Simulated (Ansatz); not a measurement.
This geometry of a periodic cell of 17 atoms, Si (host Si, host structure diamond, interstitial Si) is a first-order saddle point.

Method: DFT PBEsol, scalar-relativistic, plane waves, PAW (Ansatz 0.2.0). Settings: cutoff 420 eV, k mesh 2x2x2, gaussian smearing 0.05 eV, no spin polarisation.

```xyz
17
Lattice="0.0000 5.4300 5.4300 5.4300 0.0000 5.4300 5.4300 5.4300 0.0000" Properties=species:S:1:pos:R:3
Si -0.023 -0.074 -0.072
Si 1.594 1.119 1.120
Si 2.787 2.736 -0.072
Si 3.998 4.145 1.337
Si 2.787 -0.074 2.738
Si 3.998 1.335 4.146
Si 5.192 2.951 2.953
Si 6.808 4.145 4.146
Si 0.220 2.493 2.495
Si 1.254 3.974 3.976
Si 2.616 5.527 2.613
Si 4.169 6.890 3.976
Si 2.616 2.611 5.529
Si 4.169 3.974 6.891
Si 5.532 5.527 5.529
Si 6.566 7.007 7.009
Si 3.392 4.751 4.752
```

**Question.** Which two structures does it join? (They come from a converged band through this point; their orientation in space is the band's.)

**Answer.** Contacts lost: Si2–Si17. Contacts made: Si7–Si17. The atom that moves furthest is Si17, by 2.33 Å.

First end point:

```xyz
17
Lattice="0.0000 5.4300 5.4300 5.4300 0.0000 5.4300 5.4300 5.4300 0.0000" Properties=species:S:1:pos:R:3
Si -0.033 -0.002 -0.002
Si 1.340 1.376 1.376
Si 2.718 2.747 -0.002
Si 4.077 4.068 1.361
Si 2.718 -0.003 2.748
Si 4.078 1.361 4.068
Si 5.430 2.715 2.715
Si 6.785 4.067 4.068
Si 0.006 2.711 2.712
Si 1.336 4.048 4.049
Si 2.716 5.430 2.681
Si 4.099 6.810 4.048
Si 2.717 2.681 5.431
Si 4.100 4.047 6.811
Si 5.466 5.429 5.430
Si 6.784 6.792 6.793
Si 2.721 5.426 5.427
```

Last end point:

Only the atoms that move by more than 0.05 Å are listed.
```
Si17 4.062 4.074 4.079
```

**Question.** How far does it lie above each of them?

**Answer.** 0.300 eV above the first and 0.300 eV above the second. This is the barrier of this one path; another mechanism may lie lower. Limits of this set-up: coarse k mesh.

The run took 2.7 min on 1 thread of AMD EPYC 9R45 96-Core Processor (Zen 5), with other jobs on the host, peak memory 0.91 GiB.
